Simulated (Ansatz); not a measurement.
Runs of Ansatz 0.2.0 on Cl. It takes space group Cmce (No. 64, orthorhombic). The conventional cell has a = 6.290 Å, b = 4.500 Å, c = 8.210 Å, α = 90.00°, β = 90.00°, γ = 90.00°. Around Cl (site symmetry m) lie 1 Cl at 2.02 Å. 

| level | gap on the mesh (eV) | pressure (GPa) | relaxed volume (Å³/atom) |
| --- | --- | --- | --- |
| PBEsol+D4 | (a) | 0.0 | (b) |
| PBEsol | 2.02 | 0.0 | 26.84 |
| PBEsol+D3(BJ) | 2.00 | 0.0 | 23.79 |
| PBEsol+D3(BJ)-ATM | 2.00 | 0.0 | 24.08 |

Alike in all rows: task relaxation of cell and atoms; potentials or basis Ansatz PAW; no spin polarisation; cell relaxed; k mesh 7 × 7 × 4; cutoff (eV) 420; smearing fermi-dirac 0.05 eV.

Q: Estimate the missing entries.

A: (a) 1.99; (b) 24.36.

Caveats: odd divisions of the mesh miss points on the zone boundary, where band edges often lie, so the gap on the mesh can be too wide; the plane-wave basis is chosen anew once the cell has moved, so the energies of steps on either side of that aren't comparable; the PAW data sets come from PBE, with cores solved anew for the run's functional, which leaves a small shift of forces and pressure; the volume moved by over 15 % at a fixed basis, so the end points are rough (some runs).

A k mesh can miss the band edges.
